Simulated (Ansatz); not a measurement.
# PbS: densities and their differences

For PbS at its listed geometry, this session asks how the density differs from that of free atoms, which states sit where, how expansion changes the bonding charge, where a hole goes, how the density follows a moved atom and where an added electron goes.

Program: Ansatz 0.2.0. Level of theory: DFT PBE, scalar-relativistic, plane waves, PAW. These are calculated values, not measurements.

## Step 1: The starting structure

Symmetry: R3m, No. 160, trigonal system. The conventional cell has a = 4.225 Å, b = 4.225 Å, c = 10.356 Å, α = 90.00°, β = 90.00°, γ = 120.00°. Around Pb (site symmetry 3m) lie 6 S at 2.96 to 3.02 Å. S (site symmetry 3m) has 6 Pb at 2.96 to 3.02 Å as nearest neighbours.

Coordinates:

```cif
data_structure
_symmetry_space_group_name_H-M 'P 1'
_symmetry_Int_Tables_number 1
_cell_length_a 4.2269
_cell_length_b 4.2269
_cell_length_c 4.2269
_cell_angle_alpha 59.975
_cell_angle_beta 59.975
_cell_angle_gamma 59.975
_cell_volume 53.37
loop_
_atom_site_label
_atom_site_type_symbol
_atom_site_fract_x
_atom_site_fract_y
_atom_site_fract_z
_atom_site_occupancy
Pb1 Pb 0.98057 0.98057 0.98057 1
S1 S 0.47504 0.47504 0.47504 1
```

The structure comes from the Materials Project (structure only).

## Step 2: Ground state at the listed geometry

input.yaml

```yaml
crystal:
  lattice:
    - [2.1126617058, 1.2197458045, 3.4519162518]
    - [-2.1126617058, 1.2197458045, 3.4519162518]
    - [0.0, -2.4394916091, 3.4519162518]
  atoms:
    - { symbol: Pb, position: [0.98056578, 0.98056578, 0.98056578] }
    - { symbol: S, position: [0.47503555, 0.47503555, 0.47503555] }
basis:
  ecutwfc: 420
  fft_grid_basis: typed
kpoints:
  mp_grid: { grid: [9, 9, 9] }
hamiltonian:
  xc: pbe
scf:
  occupations: { method: gaussian, width: 0.05 }
output:
  forces: true
  stress: true
  eigenvalues: true
  bader: true
  write_density: true
  volumetric_format: npy
  elf: true
```

Command:

```console
$ ansatz run input.yaml --threads 1 --pin off --max-ram 2560MiB --backend cpu --events-out ev --progress --plain --runs-dir out
```

## Step 4: Energy-resolved densities and projections

The windows are set from the levels of the base run, in eV from its Fermi level.

Changes to input.yaml since step 2:

```diff
@@ -17,9 +17,28 @@
   occupations: { method: gaussian, width: 0.05 }
+  n_extra_bands: 6
 output:
   forces: true
-  stress: true
+  stress: false
   eigenvalues: true
-  bader: true
-  write_density: true
+  bader: false
+  write_density: false
   volumetric_format: npy
-  elf: true
+  band_densities:
+    - { e_range: [-1.01, -0.4] }
+    - { e_range: [0.4, 1.01] }
+    - { e_range: [-5.16, -3.56] }
+    - { e_range: [-3.56, -1.99] }
+    - { e_range: [-5.17, -0.38] }
+    - { e_range: [-8.88, -6.26] }
+    - { e_range: [-13.65, -12.0] }
+  dos:
+    e_range: [-30, 8]
+    de: 0.02
+    method: { smearing: { sigma: 0.03, scheme: gaussian } }
+    projected: { site_lists: { Pb: [Pb], S: [S] } }
+checkpoint:
+  read: start.run
+  write: ck
+  compress: false
+  write_wavefunctions: false
+  write_every: 100000
```

## Step 5: The cell at 120 % of its volume

Fractional coordinates and the k mesh are kept.

Changes to input.yaml since step 2:

```diff
@@ -2,5 +2,5 @@
   lattice:
-    - [2.1126617058, 1.2197458045, 3.4519162518]
-    - [-2.1126617058, 1.2197458045, 3.4519162518]
-    - [0.0, -2.4394916091, 3.4519162518]
+    - [2.2450380655, 1.2961733314, 3.6682083851]
+    - [-2.2450380655, 1.2961733314, 3.6682083851]
+    - [0.0, -2.5923466629, 3.6682083851]
   atoms:
```

## Step 6: Removing 0.1 electron a cell

A uniform background keeps the cell neutral, and the atoms stay fixed.

Changes to input.yaml since step 2:

```diff
@@ -8,2 +8,3 @@
     - { symbol: S, position: [0.47503555, 0.47503555, 0.47503555] }
+total_charge: 0.1
 basis:
@@ -24,2 +25 @@
   volumetric_format: npy
-  elf: true
```

## Step 7: Moving S2 by 0.10 Å

The shift is (0.100, 0.000, 0.000) Å; all periodic copies of the atom move with it.

Changes to input.yaml since step 2:

```diff
@@ -7,3 +7,3 @@
     - { symbol: Pb, position: [0.98056578, 0.98056578, 0.98056578] }
-    - { symbol: S, position: [0.47503555, 0.47503555, 0.47503555] }
+    - { symbol: S, position: [0.4987023774, 0.4513687226, 0.47503555] }
 basis:
@@ -24,2 +24 @@
   volumetric_format: npy
-  elf: true
```

## Step 8: Adding 0.1 electron a cell

A uniform background keeps the cell neutral, and the atoms stay fixed.

Changes to input.yaml since step 2:

```diff
@@ -8,2 +8,3 @@
     - { symbol: S, position: [0.47503555, 0.47503555, 0.47503555] }
+total_charge: -0.1
 basis:
@@ -24,2 +25 @@
   volumetric_format: npy
-  elf: true
```

(Steps that only read results are left out.)

Before running it: what results should come out? Wanted: gap on the mesh; pressure; Bader charges; the top of the valence band; the bottom of the conduction band; at 120 % volume; stiffness against the shift of S2.

The runs gave:

| quantity | value |
| --- | --- |
| gap on the mesh | 0.82 eV |
| pressure | 0.9 GPa |
| Bader charges | Pb +1.00, S -1.00 e |
| the top of the valence band | S 3p (70 %), Pb 6s (20 %) and Pb 6p (10 %) |
| the bottom of the conduction band | Pb 6p (70 %), S 3s (15 %) and S 3p (10 %) |
| at 120 % volume | -6.1 GPa, gap 1.10 eV, Bader Pb +1.03, S -1.03 e |
| stiffness against the shift of S2 | 0.5 eV/Å² |

**Reading.** Pb–S (2.96 Å): Δρ is +0.02 e/Å³ at the midpoint, so little bond charge builds up halfway. Pb–S (3.02 Å): Δρ is +0.02 e/Å³ at the midpoint, with little build-up between the atoms. Pb–S goes from 2.96 to 3.14 Å with the volume, and the deformation density at its midpoint stays at +0.02 e/Å³. In space (atomic cells sized by Bader volumes, not orbital character) the change of density that the hole brings, screening included, divides as S about 55 % and Pb about 45 %; this need not match the band edge's orbital character. In space (atomic cells sized by Bader volumes, not orbital character) the change of density that the added electron brings, screening included, divides as Pb about 55 % and S about 45 %; this need not match the band edge's orbital character. These runs have no spin-orbit coupling; with Pb it would split and shift bands.

These are semilocal Kohn-Sham gaps, which aren't the measured quantity. Such gaps usually fall short of the measured ones; spin-orbit coupling, left out here, narrows gaps with Pb, so the two errors partly cancel.
